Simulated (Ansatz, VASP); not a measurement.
**Bi: VASP beside Ansatz**

The input INCAR:

```
PREC     = Accurate       # precision mode
ENCUT    = 520            # plane-wave cutoff, eV
EDIFF    = 1E-6           # SCF threshold, eV
ISMEAR   = -1             # smearing method
SIGMA    = 0.1            # smearing width, eV
LREAL    = F              # projectors in reciprocal space
LASPH    = T              # aspherical terms in the spheres
NELM     = 100            # most SCF steps
ALGO     = Normal         # electronic algorithm
ISIF     = 2              # what is computed and relaxed
LWAVE    = F              # write WAVECAR
LCHARG   = F              # write CHGCAR
GGA      = PS             # functional
NBANDS   = 22             # bands
```

Contents of KPOINTS:

```
regular mesh
0
Gamma
  12 12 7
```

Contents of POSCAR:

```
Bi
1.0
    3.2502891928      0.0000000000      0.0000000000
   -1.6251445964      2.8148330106      0.0000000000
    0.0000000000      0.0000000000      5.1412814033
Bi
2
Direct
    0.3333333333      0.6666666667      0.2500000000
    0.6666666667      0.3333333333      0.7500000000
```

Input for Ansatz:

```yaml
crystal:
  lattice:
    - [3.2502891928, 0.0, 0.0]
    - [-1.6251445964, 2.8148330106, 0.0]
    - [0.0, 0.0, 5.1412814033]
  atoms:
    - { symbol: Bi, position: [0.3333333333, 0.6666666667, 0.25] }
    - { symbol: Bi, position: [0.6666666667, 0.3333333333, 0.75] }
kpoints:
  mp_grid: { grid: [12, 12, 7] }
scf:
  occupations: { method: fermi_dirac, width: 0.1 }
hamiltonian:
  xc: pbesol
  pseudopotentials: { kind: all_electron, lapw: { basis_error: 0.001 } }
output:
  forces: true
  stress: true
  eigenvalues: true
  populations: true
```

Change from the starting cell: volume scaled by 0.78, LAPW.

Alike in both runs: task single point; functional PBEsol; k mesh 12 × 12 × 7; occupations fermi-dirac, width 0.1 eV; no spin polarisation.

|  | VASP | Ansatz |
| --- | --- | --- |
| version | VASP 6.6.1 | Ansatz 0.2.0 |
| potentials or method | VASP PAW PBE potentials, release 64 (Bi_d) | all-electron LAPW, scalar-relativistic |
| plane-wave cutoff (eV) | 520 | see its input |

```csv
,VASP,Ansatz,Ansatz less VASP
pressure (GPa),26.0,26.1,+0.11
```

Ansatz ran all-electron here, so the differences hold the error of VASP's frozen core and of both bases.

Caveats: so large a pressure means that the cell lies far from this level's equilibrium, or that cutoff or potentials fall short (VASP); the potentials were made for another functional, which shifts forces and pressure (VASP); spin-orbit coupling is left out, which moves the levels of the heavy elements.
